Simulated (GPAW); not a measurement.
# MgO (Fm-3m) in GPAW: further runs

The runs below take MgO through G0W0 quasiparticle levels, dielectric tensor, with LDA.

All numbers are computed with GPAW 26.7.0; they aren't measurements. Logs are shortened: lines on timing, memory, paths and dates and some standing lists are left out, and cuts for length are marked. The log counts tension as positive stress, the text compression.

**Experimental background.**

From “Infrared Optical Properties of Ferropericlase (Mg1-xFexO): Experiment and Theory”, 2007, arxiv:0704.2267, for a bulk crystal of MgO at 295 K: high-frequency dielectric constant 2.95 ± 0.1.

The runs below are set against these values where they give the same quantity.

### 1 The structure

It takes space group Fm-3m (No. 225, cubic). The conventional cell has a = 4.194 Å, b = 4.194 Å, c = 4.194 Å, α = 90.00°, β = 90.00°, γ = 90.00°. Mg (site symmetry m-3m) has 6 O at 2.10 Å as nearest neighbours. O (site symmetry m-3m) is surrounded by 6 Mg at 2.10 Å.

The cell is a database's computed one.

### 2 G0W0 quasiparticle levels, LDA

Contents of run.py:

```python
import json
import numpy as np
from ase import Atoms
from ase.dft.bandgap import bandgap
from ase.io import write
from gpaw import GPAW, PW
from gpaw.response.g0w0 import G0W0

atoms = Atoms(['Mg', 'O'],
              cell=[[0.0, 2.0970013927, 2.0970013927],
                    [2.0970013927, 0.0, 2.0970013927],
                    [2.0970013927, 2.0970013927, 0.0]],
              scaled_positions=[[0.0, 0.0, 0.0],
                                [0.5, 0.5, 0.5]],
              pbc=True)

calc = GPAW(mode=PW(600),
            xc='LDA',
            kpts={'size': (6, 6, 6), 'gamma': True},
            occupations={'name': 'fermi-dirac', 'width': 0.001},
            nbands=16,
            convergence={'density': 1e-06},
            maxiter=150,
            txt='gpaw.txt')
atoms.calc = calc
energy = atoms.get_potential_energy()
calc.write('gs.gpw')
write('result.traj', atoms)
print(f'Energy: {energy:.6f} eV')
print('Fermi level:', round(calc.get_fermi_level(), 4), 'eV')
print(f'Gap: {bandgap(calc)[0]:.4f} eV, direct: {bandgap(calc, direct=True)[0]:.4f} eV')

calc.diagonalize_full_hamiltonian(nbands=80)
calc.write('full.gpw', mode='all')

ibz = calc.get_ibz_k_points()
gap, vbm, cbm = bandgap(calc, output=None)
gap, direct, _ = bandgap(calc, direct=True, output=None)
gamma = int(np.abs(ibz).sum(1).argmin())
kpts = sorted({gamma, vbm[1], cbm[1], direct[1]})
gw = G0W0(calc='full.gpw',
          filename='gw',
          ecut=150,
          ecut_extrapolation=True,
          relbands=(-2, 2),
          kpts=kpts,
          integrate_gamma='WS',
          ppa=True)
gw.calculate()
results = {mode: {key: np.asarray(r[key]).tolist() for key in ['f', 'eps', 'vxc', 'exx', 'sigma', 'Z', 'qp', 'sigma_eskn']}
           for mode, r in gw.all_results.items()}
json.dump({'kpts': ibz[kpts].tolist(), 'results': results}, open('gw.json', 'w'))
for mode, r in results.items():
    f, qp = np.array(r['f']), np.array(r['qp'])
    print(mode, 'quasiparticle energies (eV):')
    print(qp.round(3))
    print(mode, 'gap:', round(qp[f < 0.5].min() - qp[f > 0.5].max(), 4), 'eV')
```

Potentials or basis: the program's PAW data sets (release 1.2.1) made for this functional, pw.

Command:

```console
$ OMP_NUM_THREADS=1 python run.py
```

gpaw.txt:

```text
__  _  _
 | _ |_)|_||  |
 |__||  | ||/\| - 26.7.0

Input parameters:
  mode=PW(ecut=600.0),
  convergence={'density': 1e-06},
  kpts=MonkhorstPack(size=(6, 6, 6), gamma=True),
  maxiter=150,
  nbands=16,
  occupations=Occupations(name='fermi-dirac', width=0.001),
  xc=XC(name='LDA')

Diagonalizing LCAO Hamiltonian
Converting LCAO to pw mode

              O

       Mg

Atoms  # Å, Bohr magnetons
|   | symbol |        x |        y |        z |    initial magnetic moments |
|---|--------|----------|----------|----------|-----------------------------|
| 0 |     Mg | 0.000000 | 0.000000 | 0.000000 | ( 0.0000,  0.0000,  0.0000) |
| 1 |      O | 2.097001 | 2.097001 | 2.097001 | ( 0.0000,  0.0000,  0.0000) |

Unit cell  # Å
| periodic |        x |        y |        z |  lengths |    angles |
|----------|----------|----------|----------|----------|-----------|
|      yes | 0.000000 | 2.097001 | 2.097001 | 2.965608 | 60.000000 |
|      yes | 2.097001 | 0.000000 | 2.097001 | 2.965608 | 60.000000 |
|      yes | 2.097001 | 2.097001 | 0.000000 | 2.965608 | 60.000000 |

Number of symmetries: 48
Symmetry operations  # r_c * U_cc + t_c -> r_c
|    | kind |            matrix            |
|----|------|------------------------------|
|  0 |  σ   |  1, 0, 0,  1, 0,-1,  1,-1, 0 |
|  1 |  C2  |  1, 0, 0,  1,-1, 0,  1, 0,-1 |
|  2 |  E   |  1, 0, 0,  0, 1, 0,  0, 0, 1 |
|  3 |  σ   |  1, 0, 0,  0, 0, 1,  0, 1, 0 |
|  4 |  C4  |  1, 0,-1,  1, 0, 0,  1,-1, 0 |
|  5 |  S6  |  1, 0,-1,  1,-1, 0,  1, 0, 0 |
|  6 |  σ   |  1, 0,-1,  0, 1,-1,  0, 0,-1 |
|  7 |  C3  |  1, 0,-1,  0, 0,-1,  0, 1,-1 |
|  8 |  S6  |  1,-1, 0,  1, 0, 0,  1, 0,-1 |
|  9 |  C4  |  1,-1, 0,  1, 0,-1,  1, 0, 0 |
| 10 |  C3  |  1,-1, 0,  0,-1, 1,  0,-1, 0 |
| 11 |  σ   |  1,-1, 0,  0,-1, 0,  0,-1, 1 |
| 12 |  σ   |  0, 1, 0,  1, 0, 0,  0, 0, 1 |
| 13 |  C4  |  0, 1, 0,  0, 1,-1, -1, 1, 0 |
| 14 |  C3  |  0, 1, 0,  0, 0, 1,  1, 0, 0 |
| 15 |  S6  |  0, 1, 0, -1, 1, 0,  0, 1,-1 |
| 16 |  C2  |  0, 1,-1,  1, 0,-1,  0, 0,-1 |
| 17 |  σ   |  0, 1,-1,  0, 1, 0, -1, 1, 0 |
| 18 |  S4  |  0, 1,-1,  0, 0,-1,  1, 0,-1 |
| 19 |  C4  |  0, 1,-1, -1, 1, 0,  0, 1, 0 |
| 20 |  C3  |  0, 0, 1,  1, 0, 0,  0, 1, 0 |
| 21 |  σ   |  0, 0, 1,  0, 1, 0,  1, 0, 0 |
| 22 |  S6  |  0, 0, 1,  0,-1, 1, -1, 0, 1 |
| 23 |  C4  |  0, 0, 1, -1, 0, 1,  0,-1, 1 |
| 24 |  S4  |  0, 0,-1,  1, 0,-1,  0, 1,-1 |
| 25 |  C3  |  0, 0,-1,  0, 1,-1,  1, 0,-1 |
| 26 |  C2  |  0, 0,-1,  0,-1, 0, -1, 0, 0 |
| 27 |  S6  |  0, 0,-1, -1, 0, 0,  0,-1, 0 |
| 28 |  S4  |  0,-1, 1,  1,-1, 0,  0,-1, 0 |
| 29 |  C4  |  0,-1, 1,  0, 0, 1, -1, 0, 1 |
| 30 |  C2  |  0,-1, 1,  0,-1, 0,  1,-1, 0 |
| 31 |  σ   |  0,-1, 1, -1, 0, 1,  0, 0, 1 |
| 32 |  C3  |  0,-1, 0,  1,-1, 0,  0,-1, 1 |
| 33 |  S6  |  0,-1, 0,  0, 0,-1, -1, 0, 0 |
| 34 |  S4  |  0,-1, 0,  0,-1, 1,  1,-1, 0 |
| 35 |  C2  |  0,-1, 0, -1, 0, 0,  0, 0,-1 |
| 36 |  C2  | -1, 1, 0,  0, 1, 0,  0, 1,-1 |
| 37 |  S6  | -1, 1, 0,  0, 1,-1,  0, 1, 0 |
| 38 |  S4  | -1, 1, 0, -1, 0, 1, -1, 0, 0 |
| 39 |  C3  | -1, 1, 0, -1, 0, 0, -1, 0, 1 |
| 40 |  S6  | -1, 0, 1,  0, 0, 1,  0,-1, 1 |
| 41 |  C2  | -1, 0, 1,  0,-1, 1,  0, 0, 1 |
| 42 |  C3  | -1, 0, 1, -1, 1, 0, -1, 0, 0 |
| 43 |  S4  | -1, 0, 1, -1, 0, 0, -1, 1, 0 |
| 44 |  C2  | -1, 0, 0,  0, 0,-1,  0,-1, 0 |
| 45 |  i   | -1, 0, 0,  0,-1, 0,  0, 0,-1 |
| 46 |  σ   | -1, 0, 0, -1, 1, 0, -1, 0, 1 |
| 47 |  C2  | -1, 0, 0, -1, 0, 1, -1, 1, 0 |

BZ-sampling:
  Number of BZ points: 216
  Number of IBZ points: 16

  Monkhorst-Pack size: [6, 6, 6]
  Monkhorst-Pack shift: [0.08333333333333333, 0.08333333333333333, 0.08333333333333333]

K-points  # in reciprocal-cell coordinates
|     |                                coordinates |     weight |
|-----|--------------------------------------------|------------|
|   0 | (  0.00000000,   0.00000000,   0.00000000) | 0.00462963 |
|   1 | (  0.16666667,   0.16666667,   0.00000000) | 0.02777778 |
|   2 | (  0.16666667,   0.16666667,   0.16666667) | 0.03703704 |
|   3 | (  0.33333333,   0.16666667,   0.16666667) | 0.05555556 |
|   4 | (  0.33333333,   0.33333333,  -0.33333333) | 0.05555556 |
|   5 | (  0.33333333,   0.33333333,   0.00000000) | 0.02777778 |
|   6 | (  0.33333333,   0.33333333,   0.16666667) | 0.11111111 |
|   7 | (  0.33333333,   0.33333333,   0.33333333) | 0.03703704 |
|   8 | (  0.50000000,   0.33333333,  -0.33333333) | 0.11111111 |
|   9 | (  0.50000000,   0.33333333,  -0.16666667) | 0.05555556 |
| ... |                                            |            |
|  15 | (  0.50000000,   0.50000000,   0.50000000) | 0.01851852 |

Plane wave coefficients: 636
Cutoff: 600.0 eV

Spin-components: 1 (collinear spins)
Bands:           16
Projectors:      10
Spin-degeneracy: 2
Datatype:        complex128

Parallelization:
  kpt:    1
  domain: 1
  band:   1

Density:
  Valence electrons: 16.0
  Components: 1
  Grid points: [18 18 18]
  Charge: 0.0  # |e|

Potential:
  Grid points: [18 18 18]

species:
  Mg:
    name:    Magnesium
    Z:       12.0
    valence: 10
    core:    2
    charge:  0.0  # [|e|]
    compensation charges:
      type: gauss
      rc: 0.33  # [Å]
      lmax: 2
    cutoffs:
      filter: 1.86  # [Å]
      core: 0.54  # [Å]
    projectors
    | kind |    occ | energy [eV] | rcut [Å] |
    |------|--------|-------------|----------|
    |   2s |  2.000 |     -79.291 |    1.090 |
    |   3s |  2.000 |      -4.782 |    1.090 |
    |   2p |  6.000 |     -46.725 |    1.085 |
    |   3p |  0.000 |      -1.374 |    1.085 |
    |    d |        |       0.000 |    1.037 |

    Using partial waves for Mg as LCAO basis

  O:
    name:    Oxygen
    Z:       8.0
    valence: 6
    core:    2
    charge:  0.0  # [|e|]
    compensation charges:
      type: gauss
      rc: 0.21  # [Å]
      lmax: 2
    cutoffs:
      filter: 1.17  # [Å]
      core: 0.83  # [Å]
    projectors
    | kind |    occ | energy [eV] | rcut [Å] |
    |------|--------|-------------|----------|
    |   2s |  2.000 |     -23.752 |    0.688 |
    |   2p |  4.000 |      -9.195 |    0.598 |
    |    s |        |       3.459 |    0.688 |
    |    p |        |      18.016 |    0.598 |
    |    d |        |       0.000 |    0.619 |

    Using partial waves for O as LCAO basis

Reference energy: -7455.138085  # eV

eigensolver:
  PPCG
  Converge bands: occupied
  niter=2

density mixing:
  MSR1-Mixer
  Pratt-step length: 0.05
  Maximum mixing coefficient: 0.75
  Old densities: 10
  SVD Regularization: 0.005
  Good broyden scale: 1.0
  Trust region scale: 1.0
  Backstep threshold: 4.0
  History deletion threshold: 6.0
  Fourier metric: weight=20.0, sigma=0.015

occupation numbers:
  Fermi-Dirac:
    width: 0.0010  # eV

poisson solver:
  ecut: 4800.0  # eV

xc functional:
  name: None

convergence criteria:
- Maximum integral of absolute [dens]ity change: 1e-06 electrons / valence electron
- Maximum [total energy] change in last 3 cyles: 0.0005 eV / valence electron
- Maximum integral of absolute [eigenst]ate change: 4e-08 eV^2 / valence electron
maximum number of iterations: 150

SCF iterations
|iter     | |      energy | eigst |  dens |
|---------|-|-------------|-------|-------|
|iter:   1| |  -14.841998 | +0.02 |       |
|iter:   2| |  -14.493455 | -2.59 | -0.99 |
|iter:   3| |  -13.516987 | -1.62 | -1.05 |
|iter:   4| |  -13.506025 | -3.73 | -1.60 |
|iter:   5| |  -13.503039 | -4.01 | -1.88 |
|iter:   6| |  -13.503037c| -6.36 | -3.08 |
|iter:   7| |  -13.503039c| -7.03 | -3.48 |
|iter:   8| |  -13.503039c| -8.81c| -4.56 |
|iter:   9| |  -13.503039c| -9.21c| -5.65 |
|iter:  10| |  -13.503039c|-10.58c| -6.05c|

Converged in 10 steps
Energy contributions relative to reference atoms: (reference = -7455.138085)

Energy contributions:
  Kinetic:          10.394988
  Coulomb:          -8.540357
  Zero:              0.040095
  External:          0.000000
  Xc:              -15.397765
  Entropy:          -0.000000
  Spinorbit:         0.000000
  ----------------------------
  Free energy:     -13.503039
  Extrapolated:    -13.503039

dipole moment: (-6.062978, -6.062978, -6.062978)  # |e|*Ang

Fermi level: 5.443
Eigenvalues  # (at kpt = [0.000, 0.000, 0.000])
| band index |      eig [eV] | occ [0-2] |
|------------|---------------|-----------|
|          0 |       -66.882 |     2.000 |
|          1 |       -34.299 |     2.000 |
|          2 |       -34.299 |     2.000 |
|          3 |       -34.299 |     2.000 |
|          4 |       -12.409 |     2.000 |
|          5 |         4.638 |     2.000 |
[... 8 lines left out ...]
|         14 |        25.988 |     0.000 |
|         15 |        28.934 |     0.000 |

Gap: 4.797 eV
Transition (v -> c):
  (s=0, k=0, n=7, [0.00, 0.00, 0.00]) -> (s=0, k=0, n=8, [0.00, 0.00, 0.00])
No difference between direct/indirect transitions
# Writing to gs.gpw (mode='')

Matrix size: 636x636
# Writing to full.gpw (mode='all')
```

Run time: 2.4 min. Hardware: 1 thread of Arm Neoverse V2, shared host; peak memory 0.41 GiB.

Results:

- Free energy: -13.5030 eV
- Band gap on the k mesh, mean-field level: 4.80 eV, direct
- Quasiparticle gap: 7.58 eV
- Least direct quasiparticle gap: 7.58 eV

Caveat: the k mesh is coarse (spacing up to 0.43 Å⁻¹), so the values aren't converged; the extrapolation in the response cutoff is poor; the quasiparticle gap is taken among the few k points that were corrected; the long-wavelength limit can be off by a per cent or two.

### 3 Dielectric tensor, LDA

Contents of run.py:

```python
import numpy as np
from ase import Atoms
from ase.dft.bandgap import bandgap
from ase.io import write
from gpaw import GPAW, PW
from gpaw.response.df import DielectricFunction

atoms = Atoms(['Mg', 'O'],
              cell=[[0.0, 2.0970013927, 2.0970013927],
                    [2.0970013927, 0.0, 2.0970013927],
                    [2.0970013927, 2.0970013927, 0.0]],
              scaled_positions=[[0.0, 0.0, 0.0],
                                [0.5, 0.5, 0.5]],
              pbc=True)

calc = GPAW(mode=PW(600),
            xc='LDA',
            kpts={'size': (9, 9, 9), 'gamma': True},
            occupations={'name': 'fermi-dirac', 'width': 0.001},
            nbands=16,
            convergence={'density': 1e-06},
            maxiter=150,
            txt='gpaw.txt')
atoms.calc = calc
energy = atoms.get_potential_energy()
calc.write('gs.gpw')
write('result.traj', atoms)
print(f'Energy: {energy:.6f} eV')
print('Fermi level:', round(calc.get_fermi_level(), 4), 'eV')
print(f'Gap: {bandgap(calc)[0]:.4f} eV, direct: {bandgap(calc, direct=True)[0]:.4f} eV')

for size in [(19, 19, 19), (27, 27, 27)]:
    name = 'x'.join(str(n) for n in size)
    dense = calc.fixed_density(kpts={'size': size, 'gamma': True},
                               nbands=34, convergence={'bands': 28, 'eigenstates': 1e-7},
                               update_fermi_level=True, txt=f'dense-{name}.txt')
    dense.write(f'{name}.gpw', mode='all')
    df = DielectricFunction(f'{name}.gpw', frequencies=np.array([0.0]), hilbert=False, eta=0.001,
                            ecut=80, nbands=28, intraband=False, txt=f'df-{name}.txt')
    for xc in ['RPA', 'ALDA_X', 'LR0.2']:
        for direction in ['x', 'y', 'z', [0, 1, 1], [1, 0, 1], [1, 1, 0]]:
            e0, e = df.get_macroscopic_dielectric_constant(xc=xc, direction=direction)
            print(f'{name} {xc} {direction}: {e0:.4f} without, {e:.4f} with local fields')
```

Potentials or basis: the program's PAW data sets (release 1.2.1) made for this functional, pw.

Command:

```console
$ OMP_NUM_THREADS=1 python run.py
```

gpaw.txt:

```text
__  _  _
 | _ |_)|_||  |
 |__||  | ||/\| - 26.7.0

Input parameters:
  mode=PW(ecut=600.0),
  convergence={'density': 1e-06},
  kpts=MonkhorstPack(size=(9, 9, 9), gamma=True),
  maxiter=150,
  nbands=16,
  occupations=Occupations(name='fermi-dirac', width=0.001),
  xc=XC(name='LDA')

Diagonalizing LCAO Hamiltonian
Converting LCAO to pw mode

              O

       Mg

Atoms  # Å, Bohr magnetons
|   | symbol |        x |        y |        z |    initial magnetic moments |
|---|--------|----------|----------|----------|-----------------------------|
| 0 |     Mg | 0.000000 | 0.000000 | 0.000000 | ( 0.0000,  0.0000,  0.0000) |
| 1 |      O | 2.097001 | 2.097001 | 2.097001 | ( 0.0000,  0.0000,  0.0000) |

Unit cell  # Å
| periodic |        x |        y |        z |  lengths |    angles |
|----------|----------|----------|----------|----------|-----------|
|      yes | 0.000000 | 2.097001 | 2.097001 | 2.965608 | 60.000000 |
|      yes | 2.097001 | 0.000000 | 2.097001 | 2.965608 | 60.000000 |
|      yes | 2.097001 | 2.097001 | 0.000000 | 2.965608 | 60.000000 |

Number of symmetries: 48
Symmetry operations  # r_c * U_cc + t_c -> r_c
|    | kind |            matrix            |
|----|------|------------------------------|
|  0 |  σ   |  1, 0, 0,  1, 0,-1,  1,-1, 0 |
|  1 |  C2  |  1, 0, 0,  1,-1, 0,  1, 0,-1 |
|  2 |  E   |  1, 0, 0,  0, 1, 0,  0, 0, 1 |
|  3 |  σ   |  1, 0, 0,  0, 0, 1,  0, 1, 0 |
|  4 |  C4  |  1, 0,-1,  1, 0, 0,  1,-1, 0 |
|  5 |  S6  |  1, 0,-1,  1,-1, 0,  1, 0, 0 |
|  6 |  σ   |  1, 0,-1,  0, 1,-1,  0, 0,-1 |
[... 144 lines left out ...]
density mixing:
  MSR1-Mixer
  Pratt-step length: 0.05
  Maximum mixing coefficient: 0.75
  Old densities: 10
  SVD Regularization: 0.005
  Good broyden scale: 1.0
  Trust region scale: 1.0
  Backstep threshold: 4.0
  History deletion threshold: 6.0
  Fourier metric: weight=20.0, sigma=0.015

occupation numbers:
  Fermi-Dirac:
    width: 0.0010  # eV

poisson solver:
  ecut: 4800.0  # eV

xc functional:
  name: None

convergence criteria:
- Maximum integral of absolute [dens]ity change: 1e-06 electrons / valence electron
- Maximum [total energy] change in last 3 cyles: 0.0005 eV / valence electron
- Maximum integral of absolute [eigenst]ate change: 4e-08 eV^2 / valence electron
maximum number of iterations: 150

SCF iterations
|iter     | |      energy | eigst |  dens |
|---------|-|-------------|-------|-------|
|iter:   1| |  -14.841379 | +0.03 |       |
|iter:   2| |  -14.492914 | -2.55 | -0.99 |
|iter:   3| |  -13.516791 | -1.60 | -1.05 |
|iter:   4| |  -13.505817 | -3.71 | -1.60 |
|iter:   5| |  -13.502823 | -4.02 | -1.88 |
|iter:   6| |  -13.502820c| -6.37 | -3.08 |
|iter:   7| |  -13.502823c| -7.03 | -3.48 |
|iter:   8| |  -13.502823c| -8.81c| -4.56 |
|iter:   9| |  -13.502823c| -9.22c| -5.65 |
|iter:  10| |  -13.502823c|-10.57c| -6.05c|

Converged in 10 steps
Energy contributions relative to reference atoms: (reference = -7455.138085)

Energy contributions:
  Kinetic:          10.391943
  Coulomb:          -8.537878
  Zero:              0.039788
  External:          0.000000
  Xc:              -15.396675
  Entropy:          -0.000000
  Spinorbit:         0.000000
  ----------------------------
  Free energy:     -13.502823
  Extrapolated:    -13.502823

dipole moment: (-6.062986, -6.062986, -6.062986)  # |e|*Ang

Fermi level: 5.443
Eigenvalues  # (at kpt = [0.000, 0.000, 0.000])
| band index |      eig [eV] | occ [0-2] |
|------------|---------------|-----------|
|          0 |       -66.881 |     2.000 |
|          1 |       -34.299 |     2.000 |
|          2 |       -34.299 |     2.000 |
|          3 |       -34.299 |     2.000 |
|          4 |       -12.410 |     2.000 |
|          5 |         4.638 |     2.000 |
[... 8 lines left out ...]
|         14 |        25.988 |     0.000 |
|         15 |        28.934 |     0.000 |

Gap: 4.798 eV
Transition (v -> c):
  (s=0, k=0, n=7, [0.00, 0.00, 0.00]) -> (s=0, k=0, n=8, [0.00, 0.00, 0.00])
No difference between direct/indirect transitions
# Writing to gs.gpw (mode='')
```

stdout:

```text
Energy: -13.502823 eV
Fermi level: 5.4426 eV
Gap: 4.7979 eV, direct: 4.7979 eV
19x19x19 RPA x: 3.2417 without, 3.0835 with local fields
19x19x19 RPA y: 3.2417 without, 3.0835 with local fields
19x19x19 RPA z: 3.2417 without, 3.0835 with local fields
[... 22 lines left out ...]
27x27x27 ALDA_X y: 3.2417 without, 3.1603 with local fields
27x27x27 ALDA_X z: 3.2417 without, 3.1603 with local fields
27x27x27 ALDA_X [0, 1, 1]: 3.2417 without, 3.1603 with local fields
27x27x27 ALDA_X [1, 0, 1]: 3.2417 without, 3.1603 with local fields
27x27x27 ALDA_X [1, 1, 0]: 3.2417 without, 3.1603 with local fields
27x27x27 LR0.2 x: 3.2417 without, 3.1570 with local fields
27x27x27 LR0.2 y: 3.2417 without, 3.1570 with local fields
27x27x27 LR0.2 z: 3.2417 without, 3.1570 with local fields
27x27x27 LR0.2 [0, 1, 1]: 3.2417 without, 3.1570 with local fields
27x27x27 LR0.2 [1, 0, 1]: 3.2417 without, 3.1570 with local fields
27x27x27 LR0.2 [1, 1, 0]: 3.2417 without, 3.1570 with local fields
```

df-19x19x19.txt:

```text
FrequencyGridDescriptor(from 0.000 to 0.000 eV, 1 points)
FrequencyGridDescriptor(from 0.000 to 0.000 eV, 1 points)

Calculating chi0 body with:
    Ground state adapter containing:
    Number of spins: 1
    Number of kpoints: 6859
    Number of irreducible kpoints: 220
    Number of completely occupied states: 8
    Number of partially occupied states: 8

[... 158 lines left out ...]
      (4,1)   0.00000000  0.00000000  yes
      (4,2)   0.00000000  0.00000000  yes
      (4,3)   0.00000000  0.00000000  yes
      (4,4)   0.00551593  0.00013030  yes
      In total: 0.9999971355153542 of the surface norm square is covered on average
      In total: 0.9999971355153542 of the surface norm square could be covered on average
[... 226 lines left out ...]
Finished calculating f(G)
Calculating LR kernel with alpha = 0.2
Calculating LR kernel with alpha = 0.2
Calculating LR kernel with alpha = 0.2
Calculating LR kernel with alpha = 0.2
Calculating LR kernel with alpha = 0.2
Calculating LR kernel with alpha = 0.2
```

Wall time 7.6 min (1 thread of Arm Neoverse V1, shared host); peak memory 0.72 GiB.

Results:

- Free energy: -13.5028 eV
- Band gap on the k mesh: 4.80 eV, direct
- Electronic dielectric tensor (diagonal): 3.08

Electronic dielectric tensor:
```
3.08 0.00 0.00
0.00 3.08 0.00
0.00 0.00 3.08
```

Caveat: the long-wavelength limit can be off by a per cent or two; an odd mesh through Γ misses points on the zone boundary, where band edges often lie.

### 4 How close it comes

Step 3. The gap isn't set beside the measured one, since this odd mesh misses points on the zone boundary. Against the measured high-frequency dielectric constant of MgO, 2.95 (295 K; “Infrared Optical Properties of Ferropericlase (Mg1-xFexO): Experiment and Theory”, 2007, arxiv:0704.2267), the calculated 3.08 is off by +4.5 %.
